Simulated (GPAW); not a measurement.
**SrO in GPAW: the effect of dispersion**

SrO:

```
Sr O
1.0
     0.00000    2.56630    2.56630
     2.56630    0.00000    2.56630
     2.56630    2.56630    0.00000
Sr O
1 1
Direct
  0.50000 0.50000 0.50000
  0.00000 0.00000 0.00000
```

Alike in all runs:

| Quantity | Value |
| --- | --- |
| Program | GPAW 26.7.0 |
| Task | relaxation of cell and atoms |
| Functional | PBEsol |
| Potentials or basis | PAW data sets generated in the run's folder for this functional |
| Cutoff | 800 eV |
| Basis | pw |
| k mesh | 9 × 9 × 9 |
| Occupations | fermi-dirac, width 0.05 eV |
| Spin | no spin polarisation |

Each run relaxes the cell or the atoms first.

| dispersion | relaxed volume (Å³/atom) | gap on the mesh (eV) |
| --- | --- | --- |
| none | ? | ? |
| D3 | 16.59 | 3.30 |
| D3(BJ) | 16.44 | 3.29 |
| D3(BJ)-ATM | 16.49 | 3.29 |
| D4 | 16.72 | 3.30 |

Problem. What does the run with dispersion none give?

Solution. Relaxed volume 16.90 Å³/atom; gap on the mesh 3.31 eV.

Caveats: later steps reuse the first step's grids; an odd mesh through Γ misses points on the zone boundary, where band edges often lie; the relaxation stopped at its first step, so nothing moved (some runs).

A gap of «none» marks a metal or a gap under the smearing width.

Runs at the PBE level aren't shown here.
